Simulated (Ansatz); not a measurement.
Zone-centre modes in CdTe

These are results of DFT PBE, scalar-relativistic, plane waves, PAW (Ansatz), not measurements. Cutoff 420 eV, Γ-centred 8×8×6 k-points, Gaussian smearing of 0.05 eV. No spin polarisation.

Zero of the scan (relaxed at this level):

```
Cd Te
1.0
     0.00000   -3.30869   -3.30869
     0.00000    3.30869   -3.30869
     6.61737    0.00000    0.00000
Cd Te
2 2
Direct
  0.50000 0.50000 0.50000
  0.00000 0.00000 0.00000
  0.00000 0.50000 0.25000
  0.50000 0.00000 0.75000
```

Harmonic modes by finite displacements of 0.02 Å, without the LO–TO term. The cell doubles the primitive one, so its zone centre also holds the primitive cell's point q = (0, 1/2, 1/2).

Question: At this geometry, is the structure stable against these modes?

Answer: Yes: no mode is imaginary beyond 10 cm⁻¹, and only the three translations lie near zero.

Question: List the wavenumbers in cm⁻¹.

Answer: 0, 0, 0, 35, 35, 120, 122, 130, 130, 130, 135, 135.

Cost: 1 run of about 4.1 core-minutes, on Arm Neoverse V2 (shared hosts).